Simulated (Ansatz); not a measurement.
## Strain and the gap of PtS2 (CdI2 type)

PtS2 in the CdI2-type structure, relaxed with r2SCAN+rVV10 in Ansatz 0.2.0. It is trigonal, P-3m1 (No. 164); a = 3.553 Å, c = 5.123 Å in the conventional setting, 18.66 Å³ an atom. Pt has 6 S at 2.39 Å; S has 3 Pt at 2.39 Å.

The axes x, y and z are those of this cell:
```xyz
3
Lattice="3.5526 0.0000 0.0000 -1.7763 3.0767 0.0000 0.0000 0.0000 5.1227" Properties=species:S:1:pos:R:3 pbc="T T T"
Pt    0.0000    0.0000    0.0000
S     0.0000    2.0511    1.2257
S     1.7763    1.0256    3.8971
```

Unstrained: PBE gives an indirect gap of 0.615 eV, from k = (0, 0.169, 0.188) to k = (0, 0.281, 0.299); the least direct gap is 0.915 eV at k = (0, 0.281, 0.299). The r2SCAN gap is indirect, 0.790 eV (k = (0, 0.169, 0.188) to k = (0, 0.281, 0.299)), below the direct gap of 1.106 eV at k = (0, 0.281, 0.299). HSE06 gives an indirect gap of 1.211 eV, from Γ to k = (0, 0.281, 0.299); the least direct gap is 1.680 eV at k = (0, 0.281, 0.299). Meshes: PBE 12×12×6, r2SCAN 12×12×6, HSE06 6×6×4. Strains are changes of length per length. After each strain the atoms were relaxed again with r2SCAN+rVV10 within the symmetry that the strain leaves, so tilts or polar shifts that break it weren't tested; points keep the names that they have in the unstrained zone. No spin polarisation and no zero-point or thermal motion.

Changes of the least gap in eV (an overlap counts as a negative gap):
```csv
strain,volume change (%),space group,PBE,r2SCAN,HSE06
"epitaxial -1.5 % in the xy plane, free normal strain +3.57 %",+0.5,P-3m1,+0.182,+0.200,+0.318
uniaxial +1.5 % along x,+1.5,C2/m,-0.068,-0.075,-0.030
uniaxial +1.0 % along z,+1.0,P-3m1,+0.046,+0.048,+0.080
isotropic +5.0 % on every length,+15.8,P-3m1,+0.077,+0.046,+0.095
"epitaxial +2.0 % in the xy plane, free normal strain -4.09 %",-0.2,P-3m1,-0.261,-0.304,-0.351
```

Epitaxial -1.5 % in the xy plane, free normal strain +3.57 %. HSE06: the gap goes from 1.211 to 1.529 eV (+0.318 eV); the edges go from Γ → (0, 0.281, 0.299) to Γ → (0, 0.272, 0.312); with r2SCAN the top three valence levels at Γ, grouped 1+2 from the top over 1082 meV, become 1+2 over 780 meV. Stress change with PBE, compression positive: xx +3.11, yy +3.11, zz +0.10 GPa.

Uniaxial +1.5 % along x, other directions held. HSE06: the gap goes from 1.211 to 1.181 eV (-0.030 eV); the edges go from Γ → (0, 0.281, 0.299) to Γ → (0.284, -0.003, -0.294); with r2SCAN the top three valence levels at Γ, grouped 1+2 from the top over 1082 meV, become 1+1+1 over 1155 meV. Stress change with PBE, compression positive: xx -3.03, yy -0.97, zz -0.43, yz +0.21 GPa.

Uniaxial +1.0 % along z, other directions held. HSE06: the gap goes from 1.211 to 1.291 eV (+0.080 eV); the edges go from Γ → (0, 0.281, 0.299) to Γ → (0, 0.280, 0.299); with r2SCAN the top three valence levels at Γ, grouped 1+2 from the top over 1082 meV, become 1+2 over 1015 meV. Stress change with PBE, compression positive: xx -0.27, yy -0.27, zz -0.23 GPa.

Isotropic +5.0 % on every length. HSE06: the gap goes from 1.211 to 1.306 eV (+0.095 eV); the edges go from Γ → (0, 0.281, 0.299) to (-0.185, 0.185, -0.117) → (0, 0.284, 0.284). Stress change with PBE, compression positive: xx -11.44, yy -11.44, zz -2.46 GPa.

Epitaxial +2.0 % in the xy plane, free normal strain -4.09 %. HSE06: the gap goes from 1.211 to 0.860 eV (-0.351 eV); the edges go from Γ → (0, 0.281, 0.299) to Γ → (0, 0.294, 0.284); with r2SCAN the top three valence levels at Γ, grouped 1+2 from the top over 1082 meV, become 1+2 over 1385 meV. Stress change with PBE, compression positive: xx -4.25, yy -4.25, zz -0.18 GPa.

No spin-orbit coupling is included; it can move band edges with weight on the heavy atoms by tenths of an eV.

Where an edge lies off the special points, it is a point of the mesh or the k point where a search put PBE's edge or least direct gap, reused for the other functionals, whose own edges may lie a little apart.

Coordinates of k points refer to the reciprocal vectors of the primitive cell of the runs.

The meshes of the hybrids are coarse, so their gaps aren't converged to the digits shown.

The splittings at Γ are without spin-orbit coupling, which regroups them where it is of like size or larger.
